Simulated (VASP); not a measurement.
**PbS in VASP 6.6.1, single-point calculation**

INCAR

```
ISIF = 2
LWAVE = .FALSE.
LCHARG = .FALSE.
EDIFF = 1E-7
PREC = Accurate
IVDW = 12
IBRION = -1
ENCUT = 520
NELM = 120
LASPH = .TRUE.
NSW = 0
LREAL = .FALSE.
GGA = PE
SIGMA = 0.02
NBANDS = 17
ISMEAR = -1
```

KPOINTS

```
KPOINTS created by Atomic Simulation Environment
0
Gamma
8 8 8
0 0 0
```

POSCAR

```
Pb S
 1.0000000000000000
    -0.1643201150000000    2.9424018682000002    2.9424018682000002
     2.9424018682000002   -0.1643201150000000    2.9424018682000002
     2.9424018682000002    2.9424018682000002   -0.1643201150000000
 Pb  S
   1   1
Cartesian
  0.0000000000000000  0.0000000000000000  0.0000000000000000
  2.8602418107000003  2.8602418107000003  2.8602418107000003
```

The recommended PBE PAW datasets give the neutral cell 20 valence electrons.

Command

```
mpirun -np 1 vasp_std
```

OSZICAR

```
N       E                     dE             d eps       ncg     rms          rms(c)
DAV:   1     0.159645413944E+03    0.15965E+03   -0.96631E+03  2218   0.121E+03
DAV:   2     0.326696802886E+01   -0.15638E+03   -0.15080E+03  2362   0.309E+02
DAV:   3    -0.896215318036E+01   -0.12229E+02   -0.12121E+02  2879   0.912E+01
DAV:   4    -0.927371284886E+01   -0.31156E+00   -0.31116E+00  2742   0.164E+01
DAV:   5    -0.928582542854E+01   -0.12113E-01   -0.12112E-01  3299   0.308E+00    0.425E+00
DAV:   6    -0.873328953488E+01    0.55254E+00   -0.16400E+00  3420   0.810E+00    0.297E+00
DAV:   7    -0.873479269172E+01   -0.15032E-02   -0.14846E-01  2590   0.189E+00    0.179E+00
DAV:   8    -0.873842861665E+01   -0.36359E-02   -0.19724E-02  2593   0.142E+00    0.405E-01
DAV:   9    -0.873759733187E+01    0.83128E-03   -0.45631E-03  3456   0.533E-01    0.106E-01
DAV:  10    -0.873785107340E+01   -0.25374E-03   -0.45317E-04  2443   0.118E-01    0.859E-02
DAV:  11    -0.873785363884E+01   -0.25654E-05   -0.52561E-05  3158   0.775E-02    0.108E-02
DAV:  12    -0.873785463514E+01   -0.99629E-06   -0.38555E-06  2695   0.214E-02    0.366E-03
DAV:  13    -0.873785461067E+01    0.24467E-07   -0.20229E-07  3029   0.498E-03
   1 F= -.93942003E+01 E0= -.93941609E+01  d E =-.787557E-04
```

From OUTCAR

```
k-points           NKPTS =     65   k-points in BZ     NKDIM =     65   number of bands    NBANDS=     17

   NELECT =      20.0000    total number of electrons

   dimension x,y,z NGX =    32 NGY =   32 NGZ =   32
   dimension x,y,z NGXF=    64 NGYF=   64 NGZF=   64

  energy-cutoff  :      520.00
  volume of cell :       55.21
      direct lattice vectors                 reciprocal lattice vectors
    -0.164320115  2.942401868  2.942401868    -0.156318322  0.165564358  0.165564358
     2.942401868 -0.164320115  2.942401868     0.165564358 -0.156318322  0.165564358
     2.942401868  2.942401868 -0.164320115     0.165564358  0.165564358 -0.156318322

 k-points in reciprocal lattice and weights: KPOINTS created by Atomic Simulation Env
   0.00000000  0.00000000  0.00000000       0.002
   0.12500000  0.00000000 -0.00000000       0.012
   0.25000000  0.00000000 -0.00000000       0.012
   0.37500000  0.00000000  0.00000000       0.012
   0.50000000  0.00000000 -0.00000000       0.006
   0.12500000  0.12500000  0.00000000       0.012
   0.25000000  0.12500000 -0.00000000       0.023
   0.37500000  0.12500000  0.00000000       0.023
   ...

 E-fermi :   5.1834

 k-point     1 :       0.0000    0.0000    0.0000
  band No.  band energies     occupation
      1     -11.6749      2.00000
      2     -11.6749      2.00000
      3     -11.6715      2.00000
      4     -11.6347      2.00000
      5     -11.6347      2.00000
      6      -7.9910      2.00000
      7      -1.0954      2.00000
      8       3.0403      2.00000
      9       3.0403      2.00000
     10       3.5636      2.00000
     11      10.0708      0.00000
     12      10.1902      0.00000
     13      10.1902      0.00000
     14      11.6376      0.00000
     15      11.6376      0.00000
     16      12.7489      0.00000
     17      14.0485      0.00000

 k-point     2 :       0.1250    0.0000   -0.0000
  band No.  band energies     occupation
      1     -11.6763      2.00000
      2     -11.6737      2.00000
      3     -11.6669      2.00000
      4     -11.6362      2.00000
      5     -11.6332      2.00000
      6      -7.8730      2.00000
      7      -1.4751      2.00000
      8       3.0957      2.00000
      9       3.3241      2.00000
     10       3.5858      2.00000
     11       9.0060      0.00000
     12       9.5029      0.00000
     13       9.5553      0.00000
     14      11.8971      0.00000
     15      11.9505      0.00000
     16      12.9349      0.00000
     17      14.9125      0.00000

 k-point     3 :       0.2500    0.0000   -0.0000
  band No.  band energies     occupation
      1     -11.6816      2.00000
      2     -11.6748      2.00000
      3     -11.6527      2.00000
      4     -11.6393      2.00000
      5     -11.6277      2.00000
      6      -7.5473      2.00000
      7      -2.3159      2.00000
      8       3.2482      2.00000
      9       3.5970      2.00000
     10       3.9800      2.00000
     11       7.4937      0.00000
     12       8.3851      0.00000
     13       8.5944      0.00000
     14      12.1201      0.00000
     15      12.6940      0.00000
     16      13.7396      0.00000
     17      16.5134      0.00000

 ...

  Total      -1.03099    -1.03099    -1.03099     0.33212     0.33212     0.33212
  in kB     -29.91752   -29.91752   -29.91752     9.63765     9.63765     9.63765
  external pressure =      -29.92 kB  Pullay stress =        0.00 kB

 POSITION                                       TOTAL-FORCE (eV/Angst)
 -----------------------------------------------------------------------------------
      0.00000      0.00000      0.00000         0.000000     -0.000000      0.000000
      2.86024      2.86024      2.86024        -0.000000      0.000000     -0.000000
 -----------------------------------------------------------------------------------
    total drift:                                0.000000     -0.000000     -0.000000

  FREE ENERGIE OF THE ION-ELECTRON SYSTEM (eV)
  ---------------------------------------------------
  free  energy   TOTEN  =        -9.3942002631 eV

  energy  without entropy=       -9.3941215074  energy(sigma->0) =       -9.39416089
```

It converged. Results: gap between bands v and c on the k mesh 0.09 eV; least direct gap on the k mesh 0.49 eV; pressure -3.0 GPa. Band v is the last that the valence electrons fill when counted band by band, and c is the next.

For comparison, a separate PBE run of the intended cell, on usual settings and not on those above, gives a gap of 0.09 eV on its mesh and a pressure of -1.1 GPa.

The run above took about 36 s on one core of a shared host (Intel Xeon Platinum 8488C) and held 0.2 GiB at most.
